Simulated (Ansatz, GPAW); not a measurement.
# BN in line between two Al chains: relaxation, then transmission at several levels, part 2 of 4

How well does BN in line between two Al chains conduct once its atoms have relaxed, and how much do cheaper levels lose?

GPAW 26.7.0 and Ansatz 0.2.0; Ansatz plane waves; relaxation of the junction with the lead ends held; PAW set soft_1 (the session's first sound run).

So far. Step 2 (Relaxing the atoms): The relaxation lowered the energy of the cell by 0.690 eV.

### 3. Plane-wave reference (PBE)

A plane-wave run comes first: its basis does not favour the atoms, so it serves as the reference for the orbital bases.

This step: Ansatz plane waves; Landauer transmission by layers, zero bias; PAW set soft_1 (Ansatz 0.2.0).

input.yaml

```yaml
crystal:
  lattice:
    - [9.0, 0.0, 0.0]
    - [0.0, 9.0, 0.0]
    - [0.0, 0.0, 36.1476]
  atoms:
    - { symbol: Al, position: [0.5, 0.5, 0.0331972247] }
    - { symbol: Al, position: [0.5, 0.5, 0.0995916741] }
    - { symbol: Al, position: [0.5, 0.5, 0.1659861236] }
    - { symbol: Al, position: [0.5, 0.5, 0.232380573] }
    - { symbol: Al, position: [0.5, 0.5, 0.2987750224] }
    - { symbol: Al, position: [0.437339184, 0.4149525765, 0.3650165311] }
    - { symbol: Al, position: [0.5240551243, 0.5175477928, 0.4277942713] }
    - { symbol: B, position: [0.501805984, 0.4835211477, 0.4866244943] }
    - { symbol: "N", position: [0.5039764007, 0.4799233286, 0.5222723209] }
    - { symbol: Al, position: [0.4896545372, 0.5008058816, 0.5713903031] }
    - { symbol: Al, position: [0.5839730782, 0.384976901, 0.6373107745] }
    - { symbol: Al, position: [0.5, 0.5, 0.7012249776] }
    - { symbol: Al, position: [0.5, 0.5, 0.767619427] }
    - { symbol: Al, position: [0.5, 0.5, 0.8340138764] }
    - { symbol: Al, position: [0.5, 0.5, 0.9004083259] }
    - { symbol: Al, position: [0.5, 0.5, 0.9668027753] }
kpoints:
  mp_grid: { grid: [1, 1, 2] }
hamiltonian:
  xc: pbe
  pseudopotentials: { kind: paw, azcp: { folder: soft_1 } }
scf:
  occupations: { method: fermi_dirac, width: 0.1 }
output:
  transmission:
    leads: [[0, 1]]
    e_range: [-2, 2]
    de: 0.025
    kmesh: [1, 1]
    reduced_basis: true
  write_potential: true
  write_density: true
  volumetric_format: npy
  elf: true
```

On the command line:

```console
ansatz run input.yaml --threads 4 --pin off --max-ram 8192MiB --backend cpu --events-out ev --progress --plain --runs-dir out
```

Numbers of over 12 decimals in the logs are rounded to 6 here.

Log:

```text
[...]
Crystal: 16 atoms, lattice volume = 2927.956 Å³
Basis set: ecut = 420 eV, 57189 PW (Γ)
Bands: 41, of which v1, the nominal top of the filled ones, is band 25 counted from 1 (24 counted from 0)
Symmetry: 1 space group operations
[...]
k-points: 2
[...]
SCF iter   1: F=—  HF=-8045.497984 eV  |F-HF|=—  |Δ(HF+E_count)|=         —  Δρ=2.21e-2  dr2=2.39e1  ethr=3.10e-3  ⟨swp⟩=7.0  Hψ=447  notcnv=0
[...]
SCF iter  12: F=-8039.007083 eV  HF=-8039.007083 eV  |F-HF|=4.10e-9  |Δ(HF+E_count)|=   5.37e-9  Δρ=4.20e-7  dr2=1.26e-8  ethr=2.00e-10  ⟨swp⟩=12.0  Hψ=396  notcnv=0
SCF 1 converged in 12 iterations: F = -8039.007083 eV  dr2 = 1.26e-8
[...]
transmission: 45 of 270 steps passed
transmission: 90 of 270 steps passed
[...]
transmission: 270 of 270 steps passed
WARN: The output density's exchange-correlation potential varies sharply where the density is thin. Do not read a vacuum level from v_tot or v_xc, or from such a field of the output density. On a cell that repeats whose density bears no net charge and no dipole along the vacuum's axis use v_es (v_loc + v_h of the components); under efield.dipole_correction with no amplitude use v_es + v_field, which holds any externa [...]
SCF converged after 12 iterations
Free energy (F): -8039.007083 eV
[...]
Internal energy: -8038.373798 eV  (E = F + TS)
E sigma→0 (E₀):  -8038.690441 eV
Entropy (-TS):   -0.633285 eV (-39.580 meV/atom)
Fermi energy:    -3.013600 eV
[...]
--- Band table (eV) ---
  k-point 0: bands = [... 21 lower, -3.3520, -3.2238, -3.2045, -3.0646, -3.0242, -2.7943, -2.7257, -2.5996, ... 12 higher]
  k-point 1: bands = [... 21 lower, -3.3502, -3.2381, -3.2139, -3.0333, -2.9981, -2.8520, -2.7840, -2.5103, ... 12 higher]
--- Transmission ---
  basis      : 717 plane waves across, 45 finite elements along
  points     : 1, standing for a mesh of 1 x 1
  filling    : by the input's occupations and mesh, since the crystals that have channels conduct as metals do. If one of these is a semiconductor, that mesh has misplaced its level
  energies   : 161 from -2.000000 to 2.000000 eV about the Fermi level, 0.025000 eV apart; the leads are filled to 0.000000 eV, and channels, transmission and decay are at 0.000000 eV
  crystal 0  : Al1, at the sites [0, 1], period 2.4000 Å, over 24.00 Å; its Hamiltonian steps by up to 2.3 meV
    offset         : up to 0.0000 Å between an atom of the period and one for which it stands
    filled         : 14.7 meV over the level at which it is neutral
    channels       : 2.000000e0 a spin
    conductance    : 1.9131e14 S/m² at 300 K; may be off by some 0.0 % by where its bands' edges are placed, 0.0 % from the distance to neutral
  junction   : crystal 0 to crystal 0, 0.70 to 34.45 Å
    transmission   : 1.316791e-1 a spin
    error estimate : 3.824897e-5 a spin from the reduction of the transverse basis, at the most 9.836722e-4 at 1.575000 eV
    conductance    : 1.2743e13 S/m² at 300 K (1.2742e13 on every other energy)
    error estimate : 0.0 % from the energy spacing and 0.0 % from band edges of the leads and from resonances (wavevectors taken as independent; lower de), 0.0 % from the reduction of the transverse basis, 1.9 % from the steps of its leads' Hamiltonians or their offsets (lay more layers), 5.9 % from the distance to neutral
    resistance     : 7.3249e-2 Ω µm² beyond half of each lead's own
```

Elapsed: 48 s, on 4 threads of Intel Xeon Platinum 8488C (Sapphire Rapids), shared host; peak memory 2.4 GiB.

Numbers from this step:

```
free energy                                             : -8039.0071 eV
lead level                                              : 0 eV from the Fermi level
transmission at the Fermi level (one spin)              : 0.1317
open channels of the lead at the Fermi level (one spin) : 2
step of the potential along the lead                    : 2.3 meV
offset of the lead                                      : 0 Å
filling of the lead less its bulk value, in size        : 14.7 meV
conductance                                             : 0.1332 G₀
```

One spin. Transmission, zone mean against energy, zero at the Fermi level:

energy (eV), transmission, zone mean and a bar:
```
   -2.000       0.22 #####
   -1.900       0.24 ######
   -1.800       0.24 ######
   -1.700       0.22 #####
   -1.600       0.17 ####
   -1.500       0.12 ###
   -1.400       0.06 #
   -1.300       0.01 
   -1.200       0.00 
   -1.100       0.00 
   -1.000       0.00 
   -0.900       0.00 
   -0.800       0.00 
   -0.700       0.00 
   -0.600       0.00 
   -0.500       0.00 
   -0.400       0.00 
   -0.300       0.02 #
   -0.200       0.05 #
   -0.100       0.08 ##
    0.000       0.13 ###
    0.100       0.19 #####
    0.200       0.27 ######
    0.300       0.33 ########
    0.400       0.40 #########
    0.500       0.47 ###########
    0.600       0.56 #############
    0.700       0.67 ################
    0.800       0.81 ###################
    0.900       0.96 #######################
    1.000       1.00 ########################
    1.100       1.03 ########################
    1.200       1.07 ##########################
    1.300       1.13 ###########################
    1.400       1.20 #############################
    1.500       1.25 ##############################
    1.575       1.26 ##############################
    1.600       1.26 ##############################
    1.700       1.20 #############################
    1.800       1.11 ##########################
    1.900       1.03 ########################
    2.000       0.97 #######################
```

One spin. The open channels, zone mean by energy, zero at the Fermi level:

| energy (eV) | open channels, zone mean |
| --- | --- |
| -2.000 | 1 |
| -1.900 | 1 |
| -1.800 | 1 |
| -1.700 | 1 |
| -1.600 | 1 |
| -1.500 | 1 |
| -1.400 | 1 |
| -1.300 | 1 |
| -1.200 | 0 |
| -1.100 | 0 |
| -1.000 | 0 |
| -0.900 | 0 |
| -0.800 | 0 |
| -0.700 | 0 |
| -0.600 | 0 |
| -0.500 | 0 |
| -0.400 | 0 |
| -0.300 | 2 |
| -0.200 | 2 |
| -0.100 | 2 |
| 0.000 | 2 |
| 0.100 | 2 |
| 0.200 | 2 |
| 0.300 | 2 |
| 0.400 | 2 |
| 0.500 | 2 |
| 0.600 | 2 |
| 0.700 | 2 |
| 0.800 | 2 |
| 0.900 | 2 |
| 1.000 | 3 |
| 1.100 | 3 |
| 1.200 | 3 |
| 1.300 | 3 |
| 1.400 | 3 |
| 1.500 | 3 |
| 1.600 | 3 |
| 1.700 | 3 |
| 1.800 | 3 |
| 1.900 | 3 |
| 2.000 | 3 |

Crystal 0, spin -, k parallel (0, 0); distinct values, listed up to 1.5 1/Å. Im kz of the slowest decaying states against energy, zero at the Fermi level:

| energy (eV) | decay 1 (Å⁻¹) | decay 2 (Å⁻¹) | decay 3 (Å⁻¹) | decay 4 (Å⁻¹) |
| --- | --- | --- | --- | --- |
| -2.000 | 0.671 | 0.672 | 1.15 | 1.26 |
| -1.800 | 0.628 | 0.628 | 1.13 | 1.24 |
| -1.600 | 0.582 | 0.582 | 1.10 | 1.22 |
| -1.400 | 0.531 | 0.531 | 1.08 | 1.20 |
| -1.200 | 0.0369 | 0.475 | 0.476 | 1.05 |
| -1.000 | 0.0792 | 0.412 | 0.412 | 1.03 |
| -0.800 | 0.0999 | 0.337 | 0.337 | 1.00 |
| -0.600 | 0.112 | 0.239 | 0.239 | 0.978 |
| -0.400 | 0.0282 | 0.0324 | 0.119 | 0.951 |
| -0.200 | 0.121 | 0.923 | 1.06 | 1.14 |
| 0.000 | 0.119 | 0.894 | 1.03 | 1.12 |
| 0.200 | 0.112 | 0.864 | 1.01 | 1.09 |
| 0.400 | 0.101 | 0.833 | 0.979 | 1.07 |
| 0.600 | 0.0832 | 0.801 | 0.952 | 1.05 |
| 0.800 | 0.0525 | 0.767 | 0.924 | 1.02 |
| 1.000 | 0.732 | 0.895 | 0.994 | 1.08 |
| 1.200 | 0.695 | 0.865 | 0.967 | 1.06 |
| 1.400 | 0.656 | 0.835 | 0.939 | 1.03 |
| 1.600 | 0.614 | 0.802 | 0.911 | 1.00 |
| 1.800 | 0.569 | 0.769 | 0.882 | 0.977 |
| 2.000 | 0.521 | 0.734 | 0.851 | 0.949 |

Crystal 0, spin -, k parallel (0, 0). The Re kz of states that move upwards by energy, zero at the Fermi level:

| energy (eV) | channel 1 (Å⁻¹) | channel 2 (Å⁻¹) | channel 3 (Å⁻¹) |
| --- | --- | --- | --- |
| -2.000 | 1.13 | - | - |
| -1.800 | 1.16 | - | - |
| -1.600 | 1.20 | - | - |
| -1.400 | 1.24 | - | - |
| -1.200 | - | - | - |
| -1.000 | - | - | - |
| -0.800 | - | - | - |
| -0.600 | - | - | - |
| -0.400 | - | - | - |
| -0.200 | 0.235 | 0.236 | - |
| 0.000 | 0.334 | 0.334 | - |
| 0.200 | 0.410 | 0.410 | - |
| 0.400 | 0.473 | 0.474 | - |
| 0.600 | 0.530 | 0.530 | - |
| 0.800 | 0.580 | 0.580 | - |
| 1.000 | -1.26 | 0.627 | 0.627 |
| 1.200 | -1.22 | 0.670 | 0.671 |
| 1.400 | -1.19 | 0.711 | 0.711 |
| 1.600 | -1.16 | 0.750 | 0.750 |
| 1.800 | -1.13 | 0.786 | 0.787 |
| 2.000 | -1.11 | 0.822 | 0.822 |

The electrostatic potential energy of an electron (with the applied field's), less the Fermi level, planar mean oscillates, so the rows of the table below give means over windows of 2.38 Å about each position, cut where the curve ends. Its first 14 maxima inside the range that stand out by 2 % of the span (Å: eV): 1.2: 3.19, 2.4: 3.82, 3.6: 3.19, 4.8: 3.83, 6.0: 3.19, 7.1: 3.82, 9.5: 3.74, 12.0: 3.73, 13.2: 3.15, 14.3: 3.60, 16.8: 3.61, 18.3: 3.69, 19.5: 3.58, 21.9: 3.49. Its first 14 minima: 0.9: 3.16, 1.5: 3.16, 3.3: 3.16, 3.9: 3.16, 5.7: 3.17, 6.2: 3.17, 8.6: 3.13, 10.6: 3.06, 12.9: 3.12, 13.5: 3.11, 15.8: 2.85, 17.6: 3.02, 18.9: 3.22, 20.4: 2.77.

Electrostatic potential energy of an electron (with the applied field's), less the Fermi level, planar mean against z; means over each step:

z (Å), electrostatic potential energy of an electron (with the applied field's), less the Fermi level, planar mean (eV) and a bar from the least value:
```
     1.19       3.41 ##############################
     3.57       3.41 #############################
     5.95       3.41 ##############################
     8.33       3.38 ###########################
    10.71       3.32 #####################
    13.09       3.33 ######################
    15.47       3.15 #######
    17.85       3.36 #########################
    20.23       3.08 
    22.61       3.16 ########
    24.99       3.22 #############
    27.37       3.35 #########################
    29.75       3.41 ##############################
    32.13       3.40 #############################
    34.51       3.41 ##############################
```

The valence density, planar mean oscillates, so the rows of the table below give means over windows of 2.38 Å about each position, cut where the curve ends. Its maxima inside the range that stand out by 2 % of the span (Å: e/Å³): 2.4: 0.0176, 4.8: 0.0176, 7.1: 0.0176, 9.4: 0.0175, 11.8: 0.0171, 14.4: 0.0190, 17.3: 0.0218, 18.7: 0.0606, 21.6: 0.0172, 24.4: 0.0177, 26.8: 0.0176, 29.2: 0.0177, 31.4: 0.0176, 33.8: 0.0176. Its first 14 minima: 1.2: 0.0126, 3.6: 0.0126, 6.0: 0.0127, 8.3: 0.0128, 10.7: 0.0127, 13.1: 0.0139, 15.8: 0.0115, 17.6: 0.0195, 20.4: 0.0104, 22.9: 0.0143, 25.4: 0.0129, 27.8: 0.0129, 30.2: 0.0127, 32.6: 0.0126.

The valence density, planar mean by z; means over each step:

| z (Å) | valence density, planar mean (e/Å³) |
| --- | --- |
| 1.19 | 0.0154 |
| 3.57 | 0.0154 |
| 5.95 | 0.0155 |
| 8.33 | 0.0155 |
| 10.71 | 0.0153 |
| 13.09 | 0.0161 |
| 15.47 | 0.0151 |
| 17.85 | 0.0336 |
| 20.23 | 0.0209 |
| 22.61 | 0.0159 |
| 24.99 | 0.0156 |
| 27.37 | 0.0155 |
| 29.75 | 0.0155 |
| 32.13 | 0.0154 |
| 34.51 | 0.0154 |

ELF in the ca plane at fractional y = 0.500, with atoms of Al and B and N within 0.2 Å of it. It is the smooth field of the valence electrons, not physical close to the nuclei.

Ten even steps from '0' (0.00) to '9' (0.98), each cell a mean:
```
00000000000000000000000000000000000000000000
00000000000000000000000000000000000000000000
00000000000000000110000000000000000000000000
00000000000000001222100000000000000000111110
11111111111000013443210000000000000001223221
22222222332100135665310000000000000012334332
33343344553211246887531111111110001223445544
55665566765311258998643332233321113444455566
67777777887522368998656764455653236776554677
47898756898633479974368975577776326998654688
14899522699754589843169972587788403899754689
52899343599864689943169970485488413599744689
23899422699963589962179971586688314599743589
36999624899853589984369974687787315899732479
67888656888864578874347875566654358999621368
67776555677766677653113554334332369998511257
55554333455666665431001222112111268997410135
33332212233455554321000000000000147875200023
22221111112334433210000000000000125653100012
11110000001122221100000000000000013331000000
00000000000011111000000000000000001110000000
00000000000000000000000000000000000000000000
00000000000000000000000000000000000000000000
00000000000000000000000000000000000000000000
```
Columns run along c (16.0 Å, from fractional 0.24 to 0.68 of the cell), rows up along a (9.0 Å). Atoms in or near the plane, at fractional coordinates: Al at (0.30, 0.50), Al at (0.43, 0.52), B at (0.49, 0.50), N at (0.52, 0.50), Al at (0.57, 0.49).

Electrostatic potential energy in the ca plane at fractional y = 0.500, with atoms of Al and B and N within 0.2 Å of it. With pseudopotentials it is smooth inside the atoms' cores, unlike the true potential.

Values in eV, 13 rows by 16 columns, each cell a mean:
```
  1   1   1   1   1   1   1   1   1   1   1   1   1   1   1   1
  1   1   1   1   1   1   1   1   1   1   1   1   1   1   1   1
  1   1   1   1   1   1   1   1   1   1   1   1   0   0   1   1
  0   1   1   1   0  -1   0   1   1   1   0   0  -1  -1   0   0
 -5  -2   1   0  -3 -10  -3  -1   1   0  -4  -2  -5  -5  -2  -5
-15 -11  -2  -3 -11 -12 -10 -15 -13 -10 -16  -8  -7  -6 -11 -15
 -7 -12  -9 -11 -12 -11 -12 -20 -20 -18  -4 -12  -3  -3 -12  -7
-14  -9 -11 -14  -5 -11  -4  -9  -5  -7 -16  -8   0   0  -8 -14
 -2  -1  -4  -5  -1  -1   0   0   1   0  -4  -1   1   1  -1  -2
  1   1   0   0   1   0   1   1   1   1   0   0   1   1   1   1
  1   1   1   1   1   1   1   1   1   1   1   1   1   1   1   1
  1   1   1   1   1   1   1   1   1   1   1   1   1   1   1   1
  1   1   1   1   1   1   1   1   1   1   1   1   1   1   1   1
```
Columns run along c (16.0 Å, from fractional 0.28 to 0.73 of the cell; values clipped at the 3rd and 97th percentile), rows up along a (9.0 Å). Atoms in or near the plane, at fractional coordinates: Al at (0.30, 0.50), Al at (0.43, 0.52), B at (0.49, 0.50), N at (0.52, 0.50), Al at (0.57, 0.49), Al at (0.70, 0.50).

Valence density in the ca plane at fractional y = 0.500, with atoms of Al and B and N within 0.2 Å of it. It is the smooth field of the valence electrons, not physical close to the nuclei.

Ten steps, logarithmic in the rise over the least value, from '0' (0.0 e/Å³) to '9' (3.4 e/Å³), each cell a mean:
```
00000000000000000000000000000000000000000000
00000000000000000000000000000000000000000000
00000000000000000000000000000000000000000000
00000000000000000000000000000000000000000000
00000000000000000000000000000000000000000000
00000000000000000000000000000000000000001100
00000000000000000111110000000000000011111111
11111111111000011222211111111111111111222222
23222333222111122333333222333332222222223333
33444333333222223433334444556654333333333334
23454433443332334432245666678986433444333344
23555322444433344432245666799997422344333334
23455422444433344443345666789986422344322234
34444433444433344443334455567765433443221223
33333333333333333332222333344443333332111112
22222222222333322221111111122221222221100011
11111111111222211110000000000000111110000000
00000000001111110000000000000000000000000000
00000000000000000000000000000000000000000000
00000000000000000000000000000000000000000000
00000000000000000000000000000000000000000000
00000000000000000000000000000000000000000000
00000000000000000000000000000000000000000000
00000000000000000000000000000000000000000000
```
Columns run along c (16.0 Å, from fractional 0.24 to 0.68 of the cell), rows up along a (9.0 Å). Atoms in or near the plane, at fractional coordinates: Al at (0.30, 0.50), Al at (0.43, 0.52), B at (0.49, 0.50), N at (0.52, 0.50), Al at (0.57, 0.49).

The largest of the program's own error estimates on the conductance is 5.9 %. T at the Fermi level is 0.132 of 2 open channels a spin.

(Part 2 of 4 ends here.)

[Logs are printed without paths, hosts, clocks, repeated set-up lines and the standing remarks that a program may print on its own settings, such as how far it seeks lower states.]

[Hosts, paths, dates, database ids (printed as entryN), source tags and the programs' standing remarks are cut or masked in the printed files.]
